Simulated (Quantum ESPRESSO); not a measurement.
# KF (Pm-3m) in Quantum ESPRESSO: reference runs

How does KF come out in PBE? The cell is run as given and disturbed, then over a range of volumes.

Everything below comes from runs of Quantum ESPRESSO 7.5. Logs are shortened: lines on timing, memory, paths and dates and some standing lists are left out, and cuts for length are marked.

## 1. Starting point

It takes space group Pm-3m (No. 221, cubic). The conventional cell has a = 3.259 Å, b = 3.259 Å, c = 3.259 Å, α = 90.00°, β = 90.00°, γ = 90.00°. K (site symmetry m-3m) has 8 F at 2.82 Å as nearest neighbours. F (site symmetry m-3m) has 8 K at 2.82 Å as nearest neighbours.

The cell comes from a database or a generator and needn't be the stable form of this composition.

## 2. Single point, PBE

pw.in

```
&CONTROL
  calculation = 'scf'
  prefix = 'pwscf'
  outdir = './tmp'
  pseudo_dir = './pseudo'
  tprnfor = .true.
  tstress = .true.
  disk_io = 'low'
/
&SYSTEM
  ibrav = 0
  nat = 2
  ntyp = 2
  ecutwfc = 60
  ecutrho = 480
  nbnd = 14
  occupations = 'smearing'
  smearing = 'fd'
  degauss = 0.00367493
/
&ELECTRONS
  conv_thr = 4d-10
  electron_maxstep = 120
  mixing_beta = 0.5
/
ATOMIC_SPECIES
K     39.0983 K.pbe-spn-kjpaw_psl.1.0.0.UPF
F     18.9984 f_pbe_v1.4.uspp.F.UPF
CELL_PARAMETERS angstrom
   3.2589550000    0.0000000000    0.0000000000
   0.0000000000    3.2589550000    0.0000000000
   0.0000000000    0.0000000000    3.2589550000
ATOMIC_POSITIONS crystal
K      0.0000000000    0.0000000000    0.0000000000
F      0.5000000000    0.5000000000    0.5000000000
K_POINTS automatic
8 8 8 0 0 0
```

pp_density.in

```
&INPUTPP
  prefix = 'pwscf'
  outdir = './tmp'
  filplot = 'density.dat'
  plot_num = 0
/
&PLOT
  nfile = 1
  filepp(1) = 'density.dat'
  iflag = 3
  output_format = 6
  fileout = 'density.cube'
/
```

pp_potential.in

```
&INPUTPP
  prefix = 'pwscf'
  outdir = './tmp'
  filplot = 'potential.dat'
  plot_num = 11
/
&PLOT
  nfile = 1
  filepp(1) = 'potential.dat'
  iflag = 3
  output_format = 6
  fileout = 'potential.cube'
/
```

Potentials or basis: SSSP 1.3 efficiency PBE.

The run is started by

```console
OMP_NUM_THREADS=1 pw.x -in pw.in > pw.out
OMP_NUM_THREADS=1 pp.x -in pp_density.in > pp_density.out
OMP_NUM_THREADS=1 pp.x -in pp_potential.in > pp_potential.out
```

pw.out:

```text
This program is part of the open-source Quantum ESPRESSO suite
     for quantum simulation of materials; please cite
         "P. Giannozzi et al., J. Phys.:Condens. Matter 21 395502 (2009);
         "P. Giannozzi et al., J. Phys.:Condens. Matter 29 465901 (2017);
         "P. Giannozzi et al., J. Chem. Phys. 152 154105 (2020);
     in publications or presentations arising from this work. More details at

     file K.pbe-spn-kjpaw_psl.1.0.0.UPF: wavefunction(s)  3S renormalized
     Message from routine setup:
     using ibrav=0 with symmetry is DISCOURAGED, use correct ibrav instead

     Subspace diagonalization in iterative solution of the eigenvalue problem:
     a serial algorithm will be used

     G-vector sticks info
     --------------------
     sticks:   dense  smooth     PW     G-vecs:    dense   smooth      PW
     Sum        1457     725    221                41755    14771    2517

     Using Slab Decomposition

     bravais-lattice index     =            0
     lattice parameter (alat)  =       6.1585  a.u.
     unit-cell volume          =     233.5779 (a.u.)^3
     number of atoms/cell      =            2
     number of atomic types    =            2
     number of electrons       =        16.00
     number of Kohn-Sham states=           14
     kinetic-energy cutoff     =      60.0000  Ry
     charge density cutoff     =     480.0000  Ry
     scf convergence threshold =      4.0E-10
     mixing beta               =       0.5000
     number of iterations used =            8  plain     mixing
     Exchange-correlation=  SLA  PW   PBX  PBC
                           (   1   4   3   4   0   0   0)

     celldm(1)=   6.158532  celldm(2)=   0.000000  celldm(3)=   0.000000
     celldm(4)=   0.000000  celldm(5)=   0.000000  celldm(6)=   0.000000

     crystal axes: (cart. coord. in units of alat)
               a(1) = (   1.000000   0.000000   0.000000 )
               a(2) = (   0.000000   1.000000   0.000000 )
               a(3) = (   0.000000   0.000000   1.000000 )

     reciprocal axes: (cart. coord. in units 2 pi/alat)
               b(1) = (  1.000000  0.000000  0.000000 )
               b(2) = (  0.000000  1.000000  0.000000 )
               b(3) = (  0.000000  0.000000  1.000000 )

     PseudoPot. # 1 for K  read from file:
     K.pbe-spn-kjpaw_psl.1.0.0.UPF
     Pseudo is Projector augmented-wave + core cor, Zval =  9.0
     Generated using "atomic" code by A. Dal Corso  v.5.1
     Shape of augmentation charge: PSQ
     Using radial grid of 1165 points,  6 beta functions with:
                l(1) =   0
                l(2) =   0
                l(3) =   1
                l(4) =   1
                l(5) =   2
                l(6) =   2
     Q(r) pseudized with 0 coefficients

     PseudoPot. # 2 for F  read from file:
     f_pbe_v1.4.uspp.F.UPF
     Pseudo is Ultrasoft, Zval =  7.0
     Generated by new atomic code, or converted to UPF format
     Using radial grid of  799 points,  4 beta functions with:
                l(1) =   0
                l(2) =   0
                l(3) =   1
                l(4) =   1
     Q(r) pseudized with  8 coefficients,  rinner =    0.950   0.950   0.950

     atomic species   valence    mass     pseudopotential
     K                 9.00    39.09830     K ( 1.00)
     F                 7.00    18.99840     F ( 1.00)

     48 Sym. Ops., with inversion, found

   Cartesian axes

     site n.     atom                  positions (alat units)
         1        K      tau(   1) = (   0.0000000   0.0000000   0.0000000  )
         2        F      tau(   2) = (   0.5000000   0.5000000   0.5000000  )

     number of k points=    35  Fermi-Dirac smearing, width (Ry)=  0.0037
                       cart. coord. in units 2pi/alat
        k(    1) = (   0.0000000   0.0000000   0.0000000), wk =   0.0039062
        k(    2) = (   0.0000000   0.0000000   0.1250000), wk =   0.0234375
        k(    3) = (   0.0000000   0.0000000   0.2500000), wk =   0.0234375
        k(    4) = (   0.0000000   0.0000000   0.3750000), wk =   0.0234375
        k(    5) = (   0.0000000   0.0000000  -0.5000000), wk =   0.0117188
        k(    6) = (   0.0000000   0.1250000   0.1250000), wk =   0.0468750
[... 27 lines left out ...]
        k(   34) = (   0.3750000  -0.5000000  -0.5000000), wk =   0.0234375
        k(   35) = (  -0.5000000  -0.5000000  -0.5000000), wk =   0.0039062

     Dense  grid:    41755 G-vectors     FFT dimensions: (  45,  45,  45)

     Smooth grid:    14771 G-vectors     FFT dimensions: (  32,  32,  32)

     Initial potential from superposition of free atoms

     starting charge      15.9812, renormalised to      16.0000
     Starting wfcs are   12 randomized atomic wfcs +    2 random wfcs
     Checking if some PAW data can be deallocated...

     Self-consistent Calculation

     iteration #  1     ecut=    60.00 Ry     beta= 0.50
     Davidson diagonalization with overlap
     ethr =  1.00E-02,  avg # of iterations =  5.5

     total energy              =    -161.76947998 Ry
     estimated scf accuracy    <       0.26250729 Ry
[... 57 lines left out ...]
     iteration # 10     ecut=    60.00 Ry     beta= 0.50
     Davidson diagonalization with overlap
     ethr =  8.55E-12,  avg # of iterations =  1.9

     End of self-consistent calculation

          k = 0.0000 0.0000 0.0000 (  1839 PWs)   bands (ev):

   -24.2755 -16.1618  -7.3084  -7.3084  -7.3084   2.6828   2.6828   2.6828
     9.0005  11.0343  11.0343  16.3684  16.3684  16.3684
[... 63 lines left out ...]
   -24.0624 -16.0915  -8.0620  -7.9574  -7.1308   2.0389   2.1801   2.7100
    11.4602  11.7704  14.6084  14.7704  15.5165  16.6760

          k = 0.0000-0.5000-0.5000 (  1852 PWs)   bands (ev):

   -24.0471 -16.0739  -8.0769  -8.0769  -7.1190   2.1210   2.1210   2.7343
    11.2072  11.7142  14.5321  14.5321  16.9484  16.9484

          k = 0.1250 0.1250 0.1250 (  1833 PWs)   bands (ev):
[... 41 lines left out ...]
   -24.0484 -16.0794  -8.0404  -7.9320  -7.2517   2.0031   2.1215   2.5654
    11.7114  12.2720  14.2357  14.4305  15.6067  16.9811

          k = 0.1250-0.5000-0.5000 (  1828 PWs)   bands (ev):

   -24.0331 -16.0627  -8.0493  -8.0493  -7.2373   2.0616   2.0616   2.5628
    11.4964  12.2258  14.2217  14.2217  17.2029  17.2029

          k = 0.2500 0.2500 0.2500 (  1824 PWs)   bands (ev):
[... 21 lines left out ...]
   -24.0141 -16.0502  -7.9875  -7.8698  -7.5328   1.9103   1.9756   2.2444
    12.2925  13.6312  13.6633  13.8659  15.6917  17.4338

          k = 0.2500-0.5000-0.5000 (  1820 PWs)   bands (ev):

   -23.9993 -16.0357  -7.9812  -7.9812  -7.5129   1.9156   1.9156   2.1817
    12.1807  13.6500  13.6797  13.6797  17.5971  17.5971

          k = 0.3750 0.3750 0.3750 (  1827 PWs)   bands (ev):
[... 6 lines left out ...]
   -23.9795 -16.0207  -7.9338  -7.8195  -7.7873   1.8097   1.8254   1.9539
    12.7911  13.2714  13.4326  15.5402  15.8832  17.7280

          k = 0.3750-0.5000-0.5000 (  1836 PWs)   bands (ev):

   -23.9650 -16.0084  -7.9113  -7.9113  -7.7761   1.7660   1.7660   1.8370
    12.8617  13.2847  13.2847  15.6936  17.8312  17.8312

          k =-0.5000-0.5000-0.5000 (  1856 PWs)   bands (ev):

   -23.9507 -15.9970  -7.8818  -7.8818  -7.8818   1.7029   1.7029   1.7029
    13.1473  13.1473  13.1473  17.8993  17.8993  17.8993

     the Fermi energy is     7.6056 ev

!    total energy              =    -161.85460531 Ry
     estimated scf accuracy    <          3.6E-12 Ry
     smearing contrib. (-TS)   =      -0.00000000 Ry
     internal energy E=F+TS    =    -161.85460531 Ry

     The total energy is F=E-TS. E is the sum of the following terms:
     one-electron contribution =     -35.66737199 Ry
     hartree contribution      =      26.27587813 Ry
     xc contribution           =     -20.74501194 Ry
     ewald contribution        =     -76.29944504 Ry
     one-center paw contrib.   =     -55.41865448 Ry

     convergence has been achieved in  10 iterations

     Forces acting on atoms (cartesian axes, Ry/au):

     atom    1 type  1   force =     0.00000000    0.00000000    0.00000000
     atom    2 type  2   force =     0.00000000    0.00000000    0.00000000

     Total force =     0.000000     Total SCF correction =     0.000000

     Computing stress (Cartesian axis) and pressure

          total   stress  (Ry/bohr**3)                   (kbar)     P=       -0.42
  -0.00000284   0.00000000   0.00000000           -0.42        0.00        0.00
   0.00000000  -0.00000284   0.00000000            0.00       -0.42        0.00
   0.00000000   0.00000000  -0.00000284            0.00        0.00       -0.42

=------------------------------------------------------------------------------=
   JOB DONE.
=------------------------------------------------------------------------------=
```

pp_density.out:

```text
This program is part of the open-source Quantum ESPRESSO suite
     for quantum simulation of materials; please cite
         "P. Giannozzi et al., J. Phys.:Condens. Matter 21 395502 (2009);
         "P. Giannozzi et al., J. Phys.:Condens. Matter 29 465901 (2017);
         "P. Giannozzi et al., J. Chem. Phys. 152 154105 (2020);
     in publications or presentations arising from this work. More details at

     file K.pbe-spn-kjpaw_psl.1.0.0.UPF: wavefunction(s)  3S renormalized

     IMPORTANT: XC functional enforced from input :
     Exchange-correlation= PBE
                           (   1   4   3   4   0   0   0)
     Any further DFT definition will be discarded
     Please, verify this is what you really want

     G-vector sticks info
     --------------------
     sticks:   dense  smooth     PW     G-vecs:    dense   smooth      PW
     Sum        1457     725    221                41755    14771    2517

     Using Slab Decomposition

     Calling punch_plot, plot_num =   0
     Writing data to file  density.dat
     Reading data from file  density.dat

     Writing data to be plotted to file density.cube
     Plot Type: 3D                     Output format: Gaussian cube

=------------------------------------------------------------------------------=
   JOB DONE.
=------------------------------------------------------------------------------=
```

pp_potential.out:

```text
This program is part of the open-source Quantum ESPRESSO suite
     for quantum simulation of materials; please cite
         "P. Giannozzi et al., J. Phys.:Condens. Matter 21 395502 (2009);
         "P. Giannozzi et al., J. Phys.:Condens. Matter 29 465901 (2017);
         "P. Giannozzi et al., J. Chem. Phys. 152 154105 (2020);
     in publications or presentations arising from this work. More details at

     file K.pbe-spn-kjpaw_psl.1.0.0.UPF: wavefunction(s)  3S renormalized

     IMPORTANT: XC functional enforced from input :
     Exchange-correlation= PBE
                           (   1   4   3   4   0   0   0)
     Any further DFT definition will be discarded
     Please, verify this is what you really want

     G-vector sticks info
     --------------------
     sticks:   dense  smooth     PW     G-vecs:    dense   smooth      PW
     Sum        1457     725    221                41755    14771    2517

     Using Slab Decomposition

     Calling punch_plot, plot_num =  11
     Writing data to file  potential.dat
     Reading data from file  potential.dat

     Writing data to be plotted to file potential.cube
     Plot Type: 3D                     Output format: Gaussian cube

=------------------------------------------------------------------------------=
   JOB DONE.
=------------------------------------------------------------------------------=
```

Wall time 32 s (1 thread of Intel Xeon Platinum 8259CL at 2.50GHz (Skylake/Cascade Lake), shared host); peak memory 0.22 GiB.

What came out:

```yaml
Free_energy: -2202.1441 eV
Pressure: 0.0 GPa
Band_gap_on_the_k_mesh: 6.27 eV, indirect (least direct gap 6.32 eV)
```

## 3. Single point, PBE (atoms moved at random, drawn with an rms of 0.05 Å)

Changes to pw.in since step 2:

```diff
@@ -7,3 +7,3 @@
   tstress = .true.
-  disk_io = 'low'
+  disk_io = 'nowf'
 /
@@ -33,4 +33,4 @@
 ATOMIC_POSITIONS crystal
-K      0.0000000000    0.0000000000    0.0000000000
-F      0.5000000000    0.5000000000    0.5000000000
+K     -0.0011440000    0.0091140000   -0.0103870000
+F      0.5052220000    0.4918970000    0.4872750000
 K_POINTS automatic
```

Potentials or basis: SSSP 1.3 efficiency PBE.

The run is started by

```console
OMP_NUM_THREADS=1 pw.x -in pw.in > pw.out
```

Run time: 83 s. Hardware: 1 thread of Intel Xeon Platinum 8259CL at 2.50GHz (Skylake/Cascade Lake), shared host; peak memory 0.31 GiB.

Results (log left out):

| Quantity | Value |
| --- | --- |
| Free energy | -2202.1427 eV |
| Pressure | 0.0 GPa |
| Largest force | 0.044 eV/Å |
| Band gap on the k mesh | 6.27 eV, indirect (least direct gap 6.32 eV) |

Forces on the atoms (eV/Å):
```
K    0.016 -0.041 -0.006
F   -0.016  0.041  0.006
```

Levels at points of the mesh, in eV from the valence-band top:
```csv
k point,band 6,band 7,band 8,band 9,band 10,band 11
"(0.00, 0.00, 0.00)",-0.05,-0.05,-0.05,6.27,8.30,8.31
"(0.00, 0.00, -0.50)",-1.21,-0.16,-0.16,9.28,9.36,10.85
"(0.00, -0.50, -0.50)",-0.61,-0.61,0.00,8.47,8.99,11.80
"(-0.50, -0.50, -0.50)",-1.03,-1.03,-1.03,10.41,10.41,10.42
"(-0.50, 0.00, 0.00)",-1.21,-0.16,-0.16,9.28,9.36,10.85
"(0.00, -0.50, 0.00)",-1.21,-0.16,-0.16,9.28,9.36,10.86
"(-0.50, 0.00, 0.50)",-0.61,-0.61,0.00,8.48,8.98,11.80
"(-0.50, 0.50, 0.00)",-0.61,-0.61,0.00,8.47,8.99,11.80
```

A k mesh can miss the band edges.

## 4. Single point, PBE, 16.27 Å³/atom

Changes to pw.in since step 3:

```diff
@@ -29,8 +29,8 @@
 CELL_PARAMETERS angstrom
-   3.2589550000    0.0000000000    0.0000000000
-   0.0000000000    3.2589550000    0.0000000000
-   0.0000000000    0.0000000000    3.2589550000
+   3.1924270469    0.0000000000    0.0000000000
+   0.0000000000    3.1924270469    0.0000000000
+   0.0000000000    0.0000000000    3.1924270469
 ATOMIC_POSITIONS crystal
-K     -0.0011440000    0.0091140000   -0.0103870000
-F      0.5052220000    0.4918970000    0.4872750000
+K      0.0000000000    0.0000000000    0.0000000000
+F      0.5000000000    0.5000000000    0.5000000000
 K_POINTS automatic
```

The run is started by

```console
OMP_NUM_THREADS=1 pw.x -in pw.in > pw.out
```

It took 24 s on 1 thread of Intel Xeon Platinum 8259CL at 2.50GHz (Skylake/Cascade Lake), shared host; peak memory 0.21 GiB.

The run converged. Its results:

| Quantity | Value |
| --- | --- |
| Free energy | -2202.1298 eV |
| Pressure | 2.3 GPa |
| Band gap on the k mesh | 6.71 eV, indirect (least direct gap 6.75 eV) |

## 5. Single point, PBE, 16.61 Å³/atom

Changes to pw.in since step 4:

```diff
@@ -29,5 +29,5 @@
 CELL_PARAMETERS angstrom
-   3.1924270469    0.0000000000    0.0000000000
-   0.0000000000    3.1924270469    0.0000000000
-   0.0000000000    0.0000000000    3.1924270469
+   3.2149096683    0.0000000000    0.0000000000
+   0.0000000000    3.2149096683    0.0000000000
+   0.0000000000    0.0000000000    3.2149096683
 ATOMIC_POSITIONS crystal
```

The run is started by

```console
OMP_NUM_THREADS=1 pw.x -in pw.in > pw.out
```

Run time: 26 s. Hardware: 1 thread of Intel Xeon Platinum 8259CL at 2.50GHz (Skylake/Cascade Lake), shared host; peak memory 0.21 GiB.

It converged, with:

| Item | Value |
| --- | --- |
| Free energy | -2202.1380 eV |
| Pressure | 1.4 GPa |
| Band gap on the k mesh | 6.55 eV, indirect (least direct gap 6.60 eV) |

## 6. Single point, PBE, 16.96 Å³/atom

Changes to pw.in since step 5:

```diff
@@ -29,5 +29,5 @@
 CELL_PARAMETERS angstrom
-   3.2149096683    0.0000000000    0.0000000000
-   0.0000000000    3.2149096683    0.0000000000
-   0.0000000000    0.0000000000    3.2149096683
+   3.2370821598    0.0000000000    0.0000000000
+   0.0000000000    3.2370821598    0.0000000000
+   0.0000000000    0.0000000000    3.2370821598
 ATOMIC_POSITIONS crystal
```

Potentials or basis: SSSP 1.3 efficiency PBE.

The run is started by

```console
OMP_NUM_THREADS=1 pw.x -in pw.in > pw.out
```

It took 24 s on 1 thread of Intel Xeon Platinum 8259CL at 2.50GHz (Skylake/Cascade Lake), shared host; peak memory 0.22 GiB.

The run converged. Its results:

```yaml
Free_energy: -2202.1427 eV
Pressure: 0.7 GPa
Band_gap_on_the_k_mesh: 6.41 eV, indirect (least direct gap 6.45 eV)
```

(Part 1 of 2 ends here.)
